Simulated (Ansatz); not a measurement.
# Squeezing Rb (hcp type)

```
Rb
1.0
     5.04194    0.00000    0.00000
    -2.52097    4.36645    0.00000
     0.00000    0.00000    8.31856
Rb
2
Direct
  0.33333 0.66667 0.25000
  0.66667 0.33333 0.75000
```

The cell comes from a relaxation on PAW files under the same functional, begun from a prototype that needn't be the stable phase.

Its volume is scaled, and at each volume shape and atoms are relaxed on PAW files; all methods then take that cell.

Level of theory: DFT with PBE, scalar-relativistic, in Ansatz 0.2.0; a Γ-centred 9×9×5 k mesh, Fermi–Dirac smearing of 0.08 eV, no spin polarisation. LAPW: all electrons, basis error target 1 meV/atom; PAW: frozen-core files, cutoff 420 eV; crystal datasets: all electrons, by PAW datasets that the program makes for each cell; norm-conserving: pseudopotentials, cutoff 630 eV; PAW (cutoff 1000 eV): frozen-core files, cutoff 1000 eV.

Energies are extrapolated to zero smearing and count from the unscaled cell; pressure is positive in compression; gaps take the mesh and a band path. No temperature or zero-point motion is included.

```csv
V/V0,V (Å³/atom),P LAPW (GPa),ΔE LAPW (eV/atom),P PAW − LAPW (GPa),ΔE PAW − LAPW (meV/atom),space group,shortest distance (Å)
1.00,91.57,0.00,0.000,0.00,0.0,P6_3/mmc,5.042
0.92,84.24,0.26,0.005,0.00,0.0,P6_3/mmc,4.904
0.84,76.92,0.66,0.025,0.00,0.0,P6_3/mmc,4.757
0.76,69.59,1.24,0.068,0.00,0.0,P6_3/mmc,4.601
0.68,62.27,2.14,0.143,0.00,0.0,P6_3/mmc,4.434
0.60,54.94,?,?,?,?,?,?
0.52,47.62,5.68,0.477,0.00,0.1,P6_3/mmc,4.054
0.45,41.21,8.65,0.761,0.00,0.2,P6_3/mmc,3.864
```

**Question.** Fit the Vinet equation to the LAPW pressures shown (residuals weighted by 1/(|P| + 0.03·Pmax)), and predict the pressure of the withheld row.

**Answer.** The fit gives V0 = 91.46 Å³/atom, B0 = 2.76 GPa and B0′ = 3.78. At 54.94 Å³/atom, x = (V/V0)^(1/3) = 0.8438, and P = 3·B0·(1 − x)/x²·exp[1.5·(B0′ − 1)·(1 − x)] = 3.49 GPa. The run itself gave 3.51 GPa (-0.8 % off) and ΔE = 0.270 eV/atom.

**Question.** At the smallest volume, how far do crystal datasets and norm-conserving and PAW (cutoff 1000 eV) lie from LAPW in pressure?

**Answer.** crystal datasets: 0.00 GPa; norm-conserving: 0.00 GPa; PAW (cutoff 1000 eV): 0.00 GPa, on a LAPW pressure of 8.65 GPa.
